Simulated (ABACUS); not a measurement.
This ABACUS 3.10.1 run on Yb needs a look.

The input INPUT:

```
INPUT_PARAMETERS
suffix              Yb
calculation         scf
basis_type          lcao
pseudo_dir          ./
orbital_dir         ./
symmetry            1
dft_functional      pbe
ecutwfc             8
pseudo_rcut         10
nspin               1
nbands              10
ks_solver           genelpa
smearing_method     fd
smearing_sigma      0.00367493
scf_thr             1e-07
scf_nmax            80
mixing_type         broyden
mixing_beta         0.7
cal_force           1
cal_stress          1
out_mul             1
```

File STRU:

```
ATOMIC_SPECIES
Yb 173.0540 Yb.upf

NUMERICAL_ORBITAL
Yb_confined-atom_8au_3s2p2d1f.orb

LATTICE_CONSTANT
1.8897261246

LATTICE_VECTORS
-2.1084533400 2.1945126600 2.1084533400
2.1945126600 -2.1084533400 2.1084533400
2.0223940200 2.0223940200 -2.0223940200

ATOMIC_POSITIONS
Direct

Yb
0.0
1
0.0000000000 0.0000000000 0.0000000000 1 1 1
```

The input KPT:

```
K_POINTS
0
Gamma
6 6 6 0 0 0
```

Potentials or basis: PseudoDojo NC SR 0.4.1 PBE standard, lanthanides 3+ (f in core), DZP LCAO (the cutoffs set its grid).

Launch:

```bash
$ OMP_NUM_THREADS=4 abacus > log
```

running log:

```text
ABACUS v3.10.1

               Atomic-orbital Based Ab-initio Computation at UStc

 ------------------------------------------------------------------------------------

 READING GENERAL INFORMATION
                           global_out_dir = OUT.Yb/
                           global_in_card = INPUT
                               pseudo_dir = ./
                              orbital_dir = ./
                                    DSIZE = 1
                                    GSIZE = 1

 READING UNITCELL INFORMATION
                                    ntype = 1
                  lattice constant (Bohr) = 1.88973
[... 336 lines left out ...]
----------------------------------------------------------

 charge density convergence is achieved
 final etot is -1267.2383998 eV
 EFERMI = 7.7318349991 eV

[... 73 lines left out ...]
[... levels at 26 further k points ...]

 correction force for each atom along direction 1 is -3.95544e-15
 correction force for each atom along direction 2 is -1.29088e-14
 correction force for each atom along direction 3 is 1.54488e-14
------------------------------------------------------------------------------------------
 TOTAL-FORCE (eV/Angstrom)
------------------------------------------------------------------------------------------
                       Yb1         0.0000000000         0.0000000000         0.0000000000
------------------------------------------------------------------------------------------

----------------------------------------------------------------
 TOTAL-STRESS (KBAR)
----------------------------------------------------------------
       -77.3460671957         8.4200222569        -8.4200222569
         8.4200222569       -77.3460671957        -8.4200222569
        -8.4200222569        -8.4200222569       -77.3460671957
----------------------------------------------------------------
 TOTAL-PRESSURE: -77.346067 KBAR

 --------------------------------------------
 !FINAL_ETOT_IS -1267.2383998256359519 eV
 --------------------------------------------
```

On the terminal:

```text
ABACUS v3.10.1

[... 36 lines left out ...]
----------------------------------------------------------------
 TOTAL-PRESSURE: -77.346067 KBAR
```

What happened, and what is wrong with the input?

The calculation finished and met its thresholds. The input holds a flaw that was put in on purpose: cutoff far too low (ecutwfc = 8). The program doesn't stop on it, so the numbers can't be trusted though the run ends normally.
